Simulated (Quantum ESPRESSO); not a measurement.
## C under changes of volume

One of the cells (5.672 Å³/atom); the others are scaled copies at fixed shape and fractional positions:

```
C
1.0
     0.00000    1.78337    1.78337
     1.78337    0.00000    1.78337
     1.78337    1.78337    0.00000
C
2
Direct
  0.75000 0.75000 0.75000
  0.50000 0.50000 0.50000
```

This isn't the form of C at room conditions, which is graphite.

```yaml
Program: Quantum ESPRESSO 7.5
Functional: PBE
Dispersion: D3(BJ)
Potentials_or_basis: PseudoDojo 0.4.1 SR PBE standard
Cutoff: 1116 eV
Density_cutoff: 4463 eV
k_mesh: 13 × 13 × 13
Occupations: fermi-dirac, width 0.05 eV
Spin: no spin polarisation
```

```tsv
volume (Å³/atom)	energy over the lowest point (meV/atom)	pressure (GPa)	gap on the mesh (eV)
5.332	?	?	?
5.445	9.51	16.3	4.29
5.558	1.39	6.4	4.25
5.672	0.00	-2.7	4.20
5.785	4.73	-10.9	4.15
5.899	15.02	-18.4	4.11
6.012	30.37	-25.2	4.07
```

What does the run at 5.332 Å³/atom give?

Energy over the lowest point 25.01 meV/atom; pressure 27.2 GPa; gap on the mesh 4.34 eV.

Worked out: A Birch-Murnaghan fit of order 3 (a polynomial in V^(-2/3)) to the other rows has its minimum at 5.64 Å³/atom with B0 = V·E''(V) = 441 GPa and B' = 3.7. It gives 24.94 meV/atom at 5.332 Å³/atom, against the run's 25.01, and -dE/dV = 27.4 GPa, against 27.2. A straight line through the other rows of the gap, of slope -2.26 eV per unit of ln V, extrapolates to 4.34 eV, against the run's 4.34.

Energies are extrapolated to zero smearing.

Caveats: an odd mesh through Γ misses points on the zone boundary, where band edges often lie.
